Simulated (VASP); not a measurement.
# Be (P6_3/mmc) in VASP: notebook

One crystal, Be, is run at these levels: LDA; tasks: single point.

All numbers are computed with VASP 6.6.1; they aren't measurements. Logs are shortened: lines on timing, memory, paths and dates and some standing lists are left out, and cuts for length are marked.

## Step 1: The crystal as given

Symmetry: P6_3/mmc, No. 194, hexagonal system. The conventional cell has a = 2.285 Å, b = 2.285 Å, c = 3.584 Å, α = 90.00°, β = 90.00°, γ = 120.00°. Be (site symmetry -6m2) has 12 Be at 2.23 to 2.29 Å as nearest neighbours.

## Step 2: Single point, LDA

File INCAR:

```
  ADDGRID = F
  ALGO = Normal
  EDIFF = 1E-5
  ENCUT = 460
  GGA = CA
  ISIF = 2
  ISMEAR = 1
  LASPH = T
  LCHARG = F
  LREAL = F
  LWAVE = F
  NELM = 100
  PREC = Accurate
  SIGMA = 0.2
```

File KPOINTS:

```
k-points
0
Gamma
  6 6 4
```

File POSCAR:

```
Be
1.0
    2.2853000000      0.0000000000      0.0000000000
   -1.1426500000      1.9791278553      0.0000000000
    0.0000000000      0.0000000000      3.5842000000
Be
2
Direct
    0.6556040000      0.3139550000      0.7387090000
    0.3030700000      0.6820070000      0.2728280000
```

Potentials or basis: VASP PAW LDA potentials, release 64 (Be).

Started as:

```bash
> cat potpaw_LDA.64/Be/POTCAR > POTCAR
> mpirun -np 1 vasp_std > vasp.out
```

OUTCAR:

```text
EDIFF = 1E-5
   ENCUT = 460
   GGA = CA
   ISIF = 2
   ISMEAR = 1
   LASPH = T
   LREAL = F
   NELM = 100
   PREC = Accurate

 Found     76 irreducible k-points:

 Following reciprocal coordinates:
            Coordinates               Weight
  0.000000  0.000000  0.000000      1.000000
  0.166667  0.000000  0.000000      2.000000
  0.000000  0.166667  0.000000      2.000000
 -0.166667  0.166667  0.000000      2.000000
  0.333333  0.000000  0.000000      2.000000
  0.000000  0.333333  0.000000      2.000000
   k-points           NKPTS =     76   k-points in BZ     NKDIM =     76   number of bands    NBANDS=      6
   number of dos      NEDOS =    301   number of ions     NIONS =      2
   total plane-waves  NPLWV =   7168
   dimension x,y,z NGX =    16 NGY =   16 NGZ =   28
   dimension x,y,z NGXF=    32 NGYF=   32 NGZF=   56
   ions per type =               2
   NGX,Y,Z   is equivalent  to a cutoff of  11.64, 11.64, 12.99 a.u.
   NGXF,Y,Z  is equivalent  to a cutoff of  23.28, 23.28, 25.97 a.u.
 SYSTEM =  unknown system
   PREC   = accura    normal or accurate (medium, high low for compatibility)
   ISTART =      0    job   : 0-new  1-cont  2-samecut
   ICHARG =      2    charge: 1-file 2-atom 10-const
   ISPIN  =      1    spin polarized calculation?
   LNONCOLLINEAR =      F non collinear calculations
   LSORBIT =      F    spin-orbit coupling
   LASPH  =      T    aspherical Exc in radial PAW
   ENCUT  =  460.0 eV  33.81 Ry    5.81 a.u.   4.00  4.00  6.27*2*pi/ulx,y,z
   NELM   =    100;   NELMIN=  2; NELMDL= -5     # of ELM steps
   EDIFF  = 0.1E-04   stopping-criterion for ELM
   LREAL  =      F    real-space projection
   EDIFFG = 0.1E-03   stopping-criterion for IOM
   NSW    =      0    number of steps for IOM
   IBRION =     -1    ionic relax: 0-MD 1-quasi-New 2-CG
[... 26 lines left out ...]
 non-spin polarized calculation
 Methfessel and Paxton  Order N= 1 SIGMA  =   0.20
  energy-cutoff  :      460.00
  volume of cell :       16.21
 maximum number of plane-waves:       373
   NGX =  7   NGY =  7   NGZ = 13

 number of electron       4.0000000 magnetization

 Free energy of the ion-electron system (eV)
  ---------------------------------------------------
  ext. energy  EPLUGINS =         0.00000000
  ---------------------------------------------------
  free energy    TOTEN  =        -8.26151812 eV

  energy without entropy =       -8.26309985  energy(sigma->0) =       -8.26204536

 E-fermi :   6.1343     XC(G=0): -10.5311

 val. band max:        5.9454247674   @ k =  -0.3333   0.5000   0.0000
 cond. band min:       6.2716418303   @ k =  -0.3333   0.3333   0.0000
 fundamental gap:      0.3262170629
 Fermi energy:         6.1342530353

 k-point     1 :       0.0000    0.0000    0.0000
  band No.  band energies     occupation
      1      -4.5052      2.00000
      2       2.2962      2.00000
      3       7.6993     -0.00000
      4      21.5241      0.00000
      5      22.2678      0.00000
      6      24.1541      0.00000

 k-point     2 :       0.1667    0.0000    0.0000
  band No.  band energies     occupation
      1      -3.7311      2.00000
      2       3.3173      2.00000
      3       7.8626     -0.00000
      4      17.4312      0.00000
      5      19.2361      0.00000
      6      24.0655      0.00000

 k-point     3 :       0.0000    0.1667    0.0000
  band No.  band energies     occupation
      1      -3.7313      2.00000
      2       3.3189      2.00000
      3       7.8530     -0.00000
      4      17.4576      0.00000
      5      19.2373      0.00000
      6      24.1505      0.00000

 k-point     4 :      -0.1667    0.1667    0.0000
  band No.  band energies     occupation
      1      -3.7299      2.00000
      2       3.3086      2.00000
      3       7.9167     -0.00000
      4      17.3048      0.00000
      5      19.0520      0.00000
      6      24.2547      0.00000

 k-point     5 :       0.3333    0.0000    0.0000
  band No.  band energies     occupation
      1      -1.4126      2.00000
      2       6.3368     -0.05276
      3       6.9171     -0.00000
      4      12.8989      0.00000
      5      16.5538      0.00000
      6      18.4363      0.00000

 k-point     6 :       0.0000    0.3333    0.0000
  band No.  band energies     occupation
      1      -1.4114      2.00000
      2       6.3490     -0.06239
      3       6.8631     -0.00000
      4      13.0062      0.00000
      5      16.5422      0.00000
      6      18.3735      0.00000

 [... further k-points ...]
[... 5 lines left out ...]
  --------------------------------------------------------------------------------------
  -------------------------------------------------------------------------------------
  Total       -0.4310600     -0.2123274     -1.1950595      0.1345904      0.1083690     -0.1167325
  in kB      -42.6028869    -20.9849201   -118.1111257     13.3019502     10.7104147    -11.5370047
  external PRESSURE =     -60.5663109 kB  Pullay stress =       0.0000000 kB

 VOLUME and BASIS-vectors are now :
 -----------------------------------------------------------------------------
  energy-cutoff  :      460.00
  volume of cell :       16.21
      direct lattice vectors                 reciprocal lattice vectors
     2.285300000  0.000000000  0.000000000     0.437579311  0.252636533  0.000000000
    -1.142650000  1.979127855  0.000000000     0.000000000  0.505273066  0.000000000
     0.000000000  0.000000000  3.584200000     0.000000000  0.000000000  0.279002288

 POSITION                                       TOTAL-FORCE (eV/Angst)
 -----------------------------------------------------------------------------------
      1.13951      0.62136      2.64768        -0.275322      0.255056      0.865134
     -0.08669      1.34978      0.97787         0.275322     -0.255056     -0.865134
 -----------------------------------------------------------------------------------
    total drift:                                0.000000      0.000000      0.000000

  FREE ENERGIE OF THE ION-ELECTRON SYSTEM (eV)
  ---------------------------------------------------
  free  energy   TOTEN  =        -8.2615181156 eV

  energy  without entropy=       -8.2630998497  energy(sigma->0) =       -8.26204536
```

It took 1.9 s on 1 thread of AMD EPYC 9R45 (Zen 5), shared host; peak memory 0.08 GiB.

These settings aren't checked as converged: the numbers below hold their error.

What came out:

| Property | Result |
| --- | --- |
| Free energy | -8.2615 eV |
| Pressure | -6.1 GPa |
| Largest force | 0.943 eV/Å |
| Band gap on the k mesh | none (metal or under the smearing width) |

Caveat: the k mesh is coarse (spacing up to 0.53 Å⁻¹), so the values aren't converged.

## Step 3: Single point, LDA

INCAR: that of step 2 with these lines changed.

```diff
@@ -1,4 +1,4 @@
-  ADDGRID = F
+  ADDGRID = T
   ALGO = Normal
-  EDIFF = 1E-5
+  EDIFF = 1E-6
   ENCUT = 460
```

KPOINTS is that of step 2.

File POSCAR:

```
Be
1.0
    2.2853000000      0.0000000000      0.0000000000
   -1.1426500000      1.9791278553      0.0000000000
    0.0000000000      0.0000000000      3.5842000000
Be
2
Direct
    0.6666666667      0.3333333333      0.7500000000
    0.3333333333      0.6666666667      0.2500000000
```

Potentials or basis: VASP PAW LDA potentials, release 64 (Be).

Started as:

```bash
> cat potpaw_LDA.64/Be/POTCAR > POTCAR
> mpirun -np 1 vasp_std > vasp.out
```

Run time: 1.2 s. Hardware: 1 thread of AMD EPYC 9R45 (Zen 5), shared host; peak memory 0.1 GiB.

The run converged, but some of its settings lie outside the range that counts as converged, so its numbers aren't taken as properties of the crystal.

Results:

- Free energy: -8.3334 eV
- Pressure: -7.5 GPa
- Band gap on the k mesh: none (metal or under the smearing width)

Caveat: the k mesh is coarse (spacing up to 0.53 Å⁻¹), so the values aren't converged.

## Step 4: Single point, LDA

INCAR is that of step 3.

KPOINTS is that of step 3.

File POSCAR:

```
Be
1.0
    2.2853000000      0.0000000000      0.0000000000
   -1.1426500000      1.9791278553      0.0000000000
    0.0000000000      0.0000000000      3.5842000000
Be
2
Direct
    0.6556040000      0.3139550000      0.7387090000
    0.3030700000      0.6820070000      0.2728280000
```

Potentials or basis: VASP PAW LDA potentials, release 64 (Be).

Started as:

```bash
> cat potpaw_LDA.64/Be/POTCAR > POTCAR
> mpirun -np 1 vasp_std > vasp.out
```

OUTCAR:

```text
EDIFF = 1E-6
   ENCUT = 460
   GGA = CA
   ISIF = 2
   ISMEAR = 1
   LASPH = T
   LREAL = F
   NELM = 100
   PREC = Accurate

 Found     76 irreducible k-points:

 Following reciprocal coordinates:
            Coordinates               Weight
  0.000000  0.000000  0.000000      1.000000
  0.166667  0.000000  0.000000      2.000000
  0.000000  0.166667  0.000000      2.000000
 -0.166667  0.166667  0.000000      2.000000
  0.333333  0.000000  0.000000      2.000000
  0.000000  0.333333  0.000000      2.000000
   k-points           NKPTS =     76   k-points in BZ     NKDIM =     76   number of bands    NBANDS=      6
   number of dos      NEDOS =    301   number of ions     NIONS =      2
   total plane-waves  NPLWV =   7168
   dimension x,y,z NGX =    16 NGY =   16 NGZ =   28
   dimension x,y,z NGXF=    32 NGYF=   32 NGZF=   56
   ions per type =               2
   NGX,Y,Z   is equivalent  to a cutoff of  11.64, 11.64, 12.99 a.u.
   NGXF,Y,Z  is equivalent  to a cutoff of  23.28, 23.28, 25.97 a.u.
 SYSTEM =  unknown system
   PREC   = accura    normal or accurate (medium, high low for compatibility)
   ISTART =      0    job   : 0-new  1-cont  2-samecut
   ICHARG =      2    charge: 1-file 2-atom 10-const
   ISPIN  =      1    spin polarized calculation?
   LNONCOLLINEAR =      F non collinear calculations
   LSORBIT =      F    spin-orbit coupling
   LASPH  =      T    aspherical Exc in radial PAW
   ENCUT  =  460.0 eV  33.81 Ry    5.81 a.u.   4.00  4.00  6.27*2*pi/ulx,y,z
   NELM   =    100;   NELMIN=  2; NELMDL= -5     # of ELM steps
   EDIFF  = 0.1E-05   stopping-criterion for ELM
[... 30 lines left out ...]
 non-spin polarized calculation
 Methfessel and Paxton  Order N= 1 SIGMA  =   0.20
  energy-cutoff  :      460.00
  volume of cell :       16.21
 maximum number of plane-waves:       373
   NGX =  7   NGY =  7   NGZ = 13

 number of electron       4.0000000 magnetization

 Free energy of the ion-electron system (eV)
  ---------------------------------------------------
  ext. energy  EPLUGINS =         0.00000000
  ---------------------------------------------------
  free energy    TOTEN  =        -8.26151745 eV

  energy without entropy =       -8.26309960  energy(sigma->0) =       -8.26204483

 E-fermi :   6.1339     XC(G=0): -10.5311

 val. band max:        5.9450707714   @ k =  -0.3333   0.5000   0.0000
 cond. band min:       6.2713488434   @ k =  -0.3333   0.3333   0.0000
 fundamental gap:      0.3262780720
 Fermi energy:         6.1339497582

 k-point     1 :       0.0000    0.0000    0.0000
  band No.  band energies     occupation
      1      -4.5054      2.00000
      2       2.2959      2.00000
      3       7.6991     -0.00000
      4      21.5232      0.00000
      5      22.2671      0.00000
      6      24.1533      0.00000

 k-point     2 :       0.1667    0.0000    0.0000
  band No.  band energies     occupation
      1      -3.7313      2.00000
      2       3.3171      2.00000
      3       7.8624     -0.00000
      4      17.4308      0.00000
      5      19.2355      0.00000
      6      24.0648      0.00000

 k-point     3 :       0.0000    0.1667    0.0000
  band No.  band energies     occupation
      1      -3.7316      2.00000
      2       3.3187      2.00000
      3       7.8528     -0.00000
      4      17.4572      0.00000
      5      19.2367      0.00000
      6      24.1497      0.00000

 k-point     4 :      -0.1667    0.1667    0.0000
  band No.  band energies     occupation
      1      -3.7302      2.00000
      2       3.3083      2.00000
      3       7.9165     -0.00000
      4      17.3043      0.00000
      5      19.0513      0.00000
      6      24.2540      0.00000

 k-point     5 :       0.3333    0.0000    0.0000
  band No.  band energies     occupation
      1      -1.4129      2.00000
      2       6.3365     -0.05279
      3       6.9168     -0.00000
      4      12.8987      0.00000
      5      16.5532      0.00000
      6      18.4359      0.00000

 k-point     6 :       0.0000    0.3333    0.0000
  band No.  band energies     occupation
      1      -1.4117      2.00000
      2       6.3488     -0.06241
      3       6.8628     -0.00000
      4      13.0060      0.00000
      5      16.5416      0.00000
      6      18.3731      0.00000

 [... further k-points ...]
[... 5 lines left out ...]
  --------------------------------------------------------------------------------------
  -------------------------------------------------------------------------------------
  Total       -0.4302608     -0.2118176     -1.1943720      0.1343990      0.1083578     -0.1167254
  in kB      -42.5238955    -20.9345342   -118.0431741     13.2830325     10.7093075    -11.5363057
  external PRESSURE =     -60.5005346 kB  Pullay stress =       0.0000000 kB

 VOLUME and BASIS-vectors are now :
 -----------------------------------------------------------------------------
  energy-cutoff  :      460.00
  volume of cell :       16.21
      direct lattice vectors                 reciprocal lattice vectors
     2.285300000  0.000000000  0.000000000     0.437579311  0.252636533  0.000000000
    -1.142650000  1.979127855  0.000000000     0.000000000  0.505273066  0.000000000
     0.000000000  0.000000000  3.584200000     0.000000000  0.000000000  0.279002288

 POSITION                                       TOTAL-FORCE (eV/Angst)
 -----------------------------------------------------------------------------------
      1.13951      0.62136      2.64768        -0.275300      0.255035      0.864204
     -0.08669      1.34978      0.97787         0.275300     -0.255035     -0.864204
 -----------------------------------------------------------------------------------
    total drift:                                0.000000     -0.000000      0.000000

  FREE ENERGIE OF THE ION-ELECTRON SYSTEM (eV)
  ---------------------------------------------------
  free  energy   TOTEN  =        -8.2615174496 eV

  energy  without entropy=       -8.2630995987  energy(sigma->0) =       -8.26204483
```

Wall time 2.3 s (1 thread of AMD EPYC 9R45 (Zen 5), shared host); peak memory 0.1 GiB.

These settings aren't checked as converged: the numbers below hold their error.

What came out:

```yaml
Free_energy: -8.2615 eV
Pressure: -6.1 GPa
Largest_force: 0.942 eV/Å
Band_gap_on_the_k_mesh: none (metal or under the smearing width)
```

Caveat: the k mesh is coarse (spacing up to 0.53 Å⁻¹), so the values aren't converged.

(Continued in part 2 of 2.)
